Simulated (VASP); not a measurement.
Here is a VASP 6.6.1 calculation.

The input INCAR:

```
PREC = Accurate
ENCUT = 600
EDIFF = 1E-7
ISMEAR = 1
SIGMA = 0.1
LREAL = F
LASPH = T
NELM = 80
ALGO = Normal
ISIF = 3
LWAVE = F
LCHARG = F
GGA = PE
IVDW = 12
IBRION = 2
NSW = 90
EDIFFG = -0.005
```

The input KPOINTS:

```
Automatic mesh
0
Gamma
  10 10 10
```

File POSCAR:

```
Cu3Au                                   
1.0
    3.7195658984     -0.0000000000     -0.0000000000
    0.0000000000      3.7195658984      0.0000000000
   -0.0000000000      0.0000000000      3.7195658984
  Cu              Au            
     3     1
Direct
     0.0000000000000000    0.5000000000000000    0.5000000000000000
     0.5000000000000000    0.0000000000000000    0.5000000000000000
     0.5000000000000000    0.5000000000000000    0.0000000000000000
     0.0000000000000000    0.0000000000000000    0.0000000000000000
```

Potentials or basis: VASP PAW PBE potentials, release 64 (Cu, Au).

Launch:

```bash
$ cat potpaw_PBE.64/Cu/POTCAR potpaw_PBE.64/Au/POTCAR > POTCAR
$ mpirun -np 1 vasp_std > vasp.out
```

Problem. Estimate the relaxed cell.

Solution. a = 3.720 Å, b = 3.720 Å, c = 3.720 Å, α = 90.00°, β = 90.00°, γ = 90.00°.

Problem. Estimate the dispersion energy per atom.

Solution. -0.611 eV.

Problem. What does it give for the relaxed volume?

Solution. 12.87 Å³/atom.

Final structure:
```
Cu Au
1.0
     3.71999    0.00000    0.00000
     0.00000    3.71999    0.00000
     0.00000    0.00000    3.71999
Cu Au
3 1
Direct
  0.00000 0.50000 0.50000
  0.50000 0.00000 0.50000
  0.50000 0.50000 0.00000
  0.00000 0.00000 0.00000
```

Caveat: pairwise dispersion overbinds metals, which lowers pressure and volume. Spin-orbit coupling is left out, which matters for the levels of Au.
